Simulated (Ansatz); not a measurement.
# hcp against bcc along the 3d metals

Computed with Ansatz, DFT, m-r2SCAN, plane waves (500 eV) with PAW, scalar-relativistic. (PAW data from PBE, frozen cores regenerated.)

Each structure is relaxed within its symmetry, in the lowest magnetic state of the tried starts. Differences under about 8 meV lie within the error of the k-point mesh.

Real scandium is paramagnetic; a moment here is an artefact of the functional.

```csv
element,E(hcp) − E(bcc) (meV/atom),V(hcp) (Å³/atom),V(bcc) (Å³/atom),state of hcp,state of bcc
Sc,-76,24.98,25.16,ferromagnetic,ferromagnetic
Ti,-137,17.31,17.20,non-magnetic,non-magnetic
V,271,13.63,13.28,non-magnetic,spin not included
Cr,469,11.69,11.32,non-magnetic,non-magnetic
Fe,-55,9.87,10.80,non-magnetic,ferromagnetic
Co,?,?,?,?,?
Ni,-64,10.47,10.52,ferromagnetic,ferromagnetic
```

(1) Fill in the row of Co.

Answers

(1) E(hcp) − E(bcc) (meV/atom): -78; V(hcp) (Å³/atom): 10.39; V(bcc) (Å³/atom): 10.67; state of hcp: ferromagnetic; state of bcc: ferromagnetic.

m-r²SCAN is r²SCAN on the gauge-invariant kinetic-energy density; without spin polarisation the two are equal.
